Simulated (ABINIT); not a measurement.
Here is an ABINIT 10.8.3 (patched build) calculation.

The input run.abi:

```
# Datasets: ground state, then fixed potential
ndtset 2

# Pseudopotentials
pp_dirpath "./"
pseudos "Te.LDA_PW-JTH.xml, Mo.LDA_PW-JTH.xml"

# Structure
acell 3*1.0
rprim
     6.7278649584     0.0000000000     0.0000000000
    -3.3639324792     5.8265019672     0.0000000000
     0.0000000000     0.0000000000    33.1156698719
ntypat 2
znucl 52 42
natom 3
typat 1 1 2
xcart
    -0.0000000002     2.0555013736     1.7899870002
    -0.0000000002     2.0555013736    15.7340708198
     0.0000000000     0.0000000000     0.0000000000 Angstrom

# Plane-wave basis
ecut 15.0
pawecutdg 30.0

# Exchange and correlation
ixc 7

# Bands and occupations
occopt 3
tsmear 0.05 eV

# SCF cycle
nstep 100

# Output
iomode 3
prtwf 0
prteig 0
prtebands 0
enunit 1
prtden1 1

# Dataset 1
kptopt1 1
ngkpt1 9 9 2
nshiftk1 1
shiftk1 0.0 0.0 0.0
nband1 17
tolvrs1 1.0e-9

# Dataset 2: bands along G-M-K-G-A-L-H-A
iscf2 -2
getden2 1
nband2 23
nbdbuf2 4
tolwfr2 1.0e-11
kptopt2 -7
ndivsm2 5
prteig2 1
prtvol2 -3
kptbounds2
     0.0000000000     0.0000000000     0.0000000000
     0.5000000000     0.0000000000     0.0000000000
     0.3333333333     0.3333333333     0.0000000000
     0.0000000000     0.0000000000     0.0000000000
     0.0000000000     0.0000000000     0.5000000000
     0.5000000000     0.0000000000     0.5000000000
     0.3333333333     0.3333333333     0.5000000000
     0.0000000000     0.0000000000     0.5000000000
```

Potentials or basis: JTH PAW LDA v2.0.

Command:

```sh
$ abinit run.abi > log 2>&1
```

(1) Estimate the largest force.

(2) Predict the band gap along the path.

Results:

(1) 0.307 eV/Å.

(2) 1.04 eV, direct.

Caveat: spin-orbit coupling is left out, which moves the levels of the heavy elements.
